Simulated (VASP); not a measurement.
Wanted: the native input for a VASP 6.6.1 run.

```
Task                   : electric field gradients
Functional             : PBE
Potentials or basis    : VASP PAW PBE potentials, release 64 (Bi_d, Te)
Cutoff                 : 520 eV
k mesh                 : 10 × 10 × 10
Occupations            : fermi-dirac, width 0.08 eV
Spin                   : no spin polarisation
Dipole correction      : no
Further INCAR settings : ALGO = Normal; EDIFF = 1e-08; NBANDS = 18
```

The structure of BiTe lies in POSCAR:

```
BiTe
1.0
    0.0000000000      3.2350000000      3.2350000000
    3.2350000000      0.0000000000      3.2350000000
    3.2350000000      3.2350000000      0.0000000000
Bi Te
1 1
Direct
    0.0000000000      0.0000000000      0.0000000000
    0.5000000000      0.5000000000      0.5000000000
```

These files were run (other wordings do the same):

INCAR

```
SYSTEM = BiTe
  PREC = Accurate
  ENCUT = 520
  EDIFF = 1E-8
  ISMEAR = -1
  SIGMA = 0.08
  LREAL = .FALSE.
  LASPH = .TRUE.
  NELM = 60
  ALGO = Normal
  ISIF = 2
  LWAVE = .FALSE.
  LCHARG = .FALSE.
  GGA = PE
  LEFG = .TRUE.
  NBANDS = 18
```

KPOINTS

```
Automatic mesh
0
G
  10 10 10
  0 0 0
```

Potentials or basis: VASP PAW PBE potentials, release 64 (Bi_d, Te).

Launch:

```bash
$ cat potpaw_PBE.64/Bi_d/POTCAR potpaw_PBE.64/Te/POTCAR > POTCAR
$ mpirun -np 1 vasp_std > vasp.out
```

Results of the run:

```yaml
Pressure: 0.7 GPa
Band_gap_on_the_k_mesh: none (metal or under the smearing width)
```

Caveat: spin-orbit coupling is left out, which moves the levels of the heavy elements.

Wall time 35 s on 1 thread of Intel(R) Xeon(R) 6975P-C (Granite Rapids), on a shared host, peak memory 0.22 GiB.
